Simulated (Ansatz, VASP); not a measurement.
# One calculation of SrCl2, two programs

```
Sr Cl
1.0
     4.59852    0.00000    0.00000
    -2.29926    3.98244    0.00000
     0.00000    0.00000    5.59607
Sr Cl
1 2
Direct
  0.00000 0.00000 0.00000
  0.33333 0.66667 0.23184
  0.66667 0.33333 0.76816
```

Change from the starting cell: biaxial_xy strain +4.3%.

Alike in both runs: task single point; functional PBE; k mesh 6 × 6 × 6; occupations fermi-dirac, width 0.02 eV; no spin polarisation.

|  | VASP | Ansatz |
| --- | --- | --- |
| version | VASP 6.6.1 | Ansatz 0.2.0 |
| potentials or method | VASP PAW PBE potentials, release 64 (Sr_sv, Cl) | plane waves, PAW |
| plane-wave cutoff (eV) | 520 | 420 |
| valence electrons in the cell | 24 | 24 |

|  | VASP | Ansatz | Ansatz less VASP |
| --- | --- | --- | --- |
| gap on the k mesh at the Fermi level (eV) | 4.85 | 4.86 | +0.003 |
| pressure (GPa) | -0.5 | -0.5 | -0.07 |
| largest component of the traceless stress (GPa) | 1.12 | 1.16 | +0.038 |
| rms of the force components (eV/Å) | 0.013 | 0.005 | -0.0083 |

Atom by atom the forces differ by 0.008 eV/Å (rms over components).

A k mesh can miss the band edges.
